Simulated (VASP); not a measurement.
# Al2Ru: equation of state with PBEsol

Al2Ru:

```
Ru Al
1.0
    -1.56042    1.56042    4.22181
     1.56042   -1.56042    4.22181
     1.56042    1.56042   -4.22181
Ru Al
1 2
Direct
  0.00000 0.00000 0.00000
  0.34080 0.34080 0.00000
  0.65920 0.65920 0.00000
```

The cell comes from a database or a generator and needn't be the stable form of this composition.

- Program: VASP 6.6.1
- Task: equation of state
- Functional: PBEsol
- Potentials or basis: VASP PAW PBE potentials, release 64 (Ru_pv, Al)
- Cutoff: 520 eV
- k mesh: 12 × 12 × 12
- Occupations: fermi-dirac, width 0.05 eV
- Spin: no spin polarisation

```yaml
Equilibrium_volume: 13.68 Å³/atom
Bulk_modulus_at_fixed_shape_and_positions: 183 GPa
Pressure_derivative_of_the_bulk_modulus: 4.4
```

Energy against volume, from the lowest point:
| volume (Å³/atom) | energy (meV/atom) |
| --- | --- |
| 12.884 | 29.64 |
| 13.158 | 12.31 |
| 13.432 | 2.69 |
| 13.706 | 0.00 |
| 13.980 | 3.54 |
| 14.255 | 12.67 |
| 14.529 | 26.82 |

All runs of the series together: 7.7 min on 1 thread of Intel(R) Xeon(R) 6975P-C (Granite Rapids), on a shared host.

Caveat: the cell was scaled at fixed shape and fractional positions, which overstates the stiffness of a crystal with free parameters, most of all of layers and chains; the PAW data sets were made with another functional, which shifts forces and pressure a little.
